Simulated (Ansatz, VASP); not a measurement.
**One calculation of ZrB2, two programs**

File INCAR:

```
SYSTEM = ZrB2
PREC = Accurate
ENCUT = 520
EDIFF = 1E-7
ISMEAR = -1
SIGMA = 0.05
LREAL = .FALSE.
LASPH = .TRUE.
NELM = 60
ALGO = Normal
ISIF = 2
LWAVE = .FALSE.
LCHARG = .TRUE.
GGA = CA
LELF = .TRUE.
LVHAR = .TRUE.
NBANDS = 16
```

The input KPOINTS:

```
regular mesh
0
G
  13 13 10
  0 0 0
```

POSCAR

```
ZrB2
1.0
    2.5140659900      0.0000000000      0.0000000000
   -1.2570329950      2.1772450141      0.0000000000
    0.0000000000      0.0000000000      2.8195322717
Zr B
1 2
Direct
    0.0000000000      0.0000000000      0.0000000000
    0.3333333333      0.6666666667      0.5000000000
    0.6666666667      0.3333333333      0.5000000000
```

Input for Ansatz:

```yaml
crystal:
  lattice:
    - [2.51406599, 0.0, 0.0]
    - [-1.257032995, 2.1772450141, 0.0]
    - [0.0, 0.0, 2.8195322717]
  atoms:
    - { symbol: Zr, position: [0.0, 0.0, 0.0] }
    - { symbol: B, position: [0.3333333333, 0.6666666667, 0.5] }
    - { symbol: B, position: [0.6666666667, 0.3333333333, 0.5] }
kpoints:
  mp_grid: { grid: [13, 13, 10] }
  band_path:
    path:
      - [0.0, 0.0, 0.0]
      - [0.5, 0.0, 0.0]
      - [0.3333333333, 0.3333333333, 0.0]
      - [0.0, 0.0, 0.0]
      - [0.0, 0.0, 0.5]
      - [0.5, 0.0, 0.5]
      - [0.3333333333, 0.3333333333, 0.5]
      - [0.0, 0.0, 0.5]
      - [0.5, 0.0, 0.5]
    npoints: 6
scf:
  occupations: { method: fermi_dirac, width: 0.05 }
hamiltonian:
  xc: lda
  pseudopotentials: { kind: all_electron, lapw: { basis_error: 0.001 } }
output:
  forces: true
  stress: true
  eigenvalues: true
  populations: true
```

Change from the starting cell: volume scaled by 0.5, LAPW.

Alike in both runs: task single point; functional LDA; k mesh 13 × 13 × 10; occupations fermi-dirac, width 0.05 eV; no spin polarisation.

|  | VASP | Ansatz |
| --- | --- | --- |
| version | VASP 6.6.1 | Ansatz 0.2.0 |
| potentials or method | VASP PAW LDA potentials, release 64 (Zr_sv, B) | all-electron LAPW, scalar-relativistic |
| plane-wave cutoff (eV) | 520 | see its input |

```csv
,VASP,Ansatz,Ansatz less VASP
pressure (GPa),569.4,566.8,-2.60
largest component of the traceless stress (GPa),17.18,17.81,+0.625
```

Ansatz ran all-electron here, so the differences hold the error of VASP's frozen core and of both bases.

Caveats: the cell as given lies far from equilibrium; so large a pressure means that the cell lies far from this level's equilibrium, or that cutoff or potentials fall short (VASP).
